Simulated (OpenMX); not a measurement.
ZnS under changes of volume

One of the cells (19.727 Å³/atom); the others are scaled copies at fixed shape and fractional positions:

```xyz
2
Lattice="0.0000 2.7020 2.7020 2.7020 0.0000 2.7020 2.7020 2.7020 0.0000" Properties=species:S:1:pos:R:3 pbc="T T T"
Zn    4.0530    4.0530    4.0530
S     0.0000    0.0000    0.0000
```

```yaml
Program: OpenMX 3.8.5
Functional: LDA
Potentials_or_basis: OpenMX 2013 LDA set, Zn6.0H-s3p2d2, S7.0-s2p2d1f1, fixed grid of 42 × 42 × 42 points
k_mesh: 9 × 9 × 9
Occupations: fermi-dirac, width 0.05 eV
Spin: no spin polarisation
```

```tsv
volume (Å³/atom)	energy over the lowest point (meV/atom)	gap on the mesh (eV)
18.543	5.47	2.43
18.938	0.65	2.31
19.332	0.00	2.20
19.727	?	?
20.121	10.41	1.99
20.516	20.60	1.89
20.910	33.60	1.79
```

Question: What does the run at 19.727 Å³/atom give?

Answer: Energy over the lowest point 3.27 meV/atom; gap on the mesh 2.09 eV.

Worked out: A Birch-Murnaghan fit of order 3 (a polynomial in V^(-2/3)) to the other rows has its minimum at 19.18 Å³/atom with B0 = V·E''(V) = 81 GPa and B' = 4.0. It gives 3.46 meV/atom at 19.727 Å³/atom, against the run's 3.27. A straight line through the other rows of the gap, of slope -5.3 eV per unit of ln V (its deformation potential), gives 2.10 eV, against the run's 2.09.

Energies are extrapolated to zero smearing.

Caveats: the basis of atomic orbitals isn't converged, which shifts pressures, moduli and gaps.
